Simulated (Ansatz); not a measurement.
**Ga₃Sb: do energies and stresses tell the same story?**

Theory: DFT PBE, scalar-relativistic, plane waves, PAW in Ansatz.

Plane waves to 420 eV, a k mesh through Γ of 14×14×14 on the computed 4-atom cell and Gaussian smearing (0.10 eV); no spin polarisation.

Relaxed cell: I4/mmm, a = 4.571 Å, b = 4.571 Å, c = 8.441 Å, α = 90.00°, β = 90.00°, γ = 90.00°, 4 atoms in the primitive cell. Whether it is the stable form of this composition wasn't checked.

Energies at zero smearing and pressures from the stress tensor, at volumes with shape and atoms relaxed:
```
V (Å³/atom) E − E(first) (meV/atom) P (GPa)
     20.725                     0.00     3.24
     21.387                    -9.67     1.48
     22.048                   -12.66     0.00
     22.710                   -10.03    -1.24
     23.371                    -2.67    -2.27
```

Problem. Check P = −dE/dV between neighbouring volumes, and get the bulk modulus from the pressures alone.

Solution. With 1 eV/Å³ = 160.2 GPa:
```tsv
middle V (Å³/atom)	−ΔE/ΔV (GPa)	mean P (GPa)
21.056	2.343	2.360
21.717	0.724	0.743
22.379	-0.639	-0.616
23.040	-1.782	-1.754
```

The two differ by 0.03 GPa at most. The mean of two end pressures misses the average over a step by about ΔV² P″/12, up to 0.03 GPa here; with that taken off 0.01 GPa remains. Around V = 22.048 Å³/atom, the two neighbours give B = −V ΔP/ΔV = 22.048 × 2.72 / 1.323 = 45.3 GPa, against B0 = 45.3 GPa from the Birch–Murnaghan fit of the energies.

Cost: 6 runs of about 7 core-minutes in all, on AMD EPYC 9R45 (Zen 5) (shared hosts).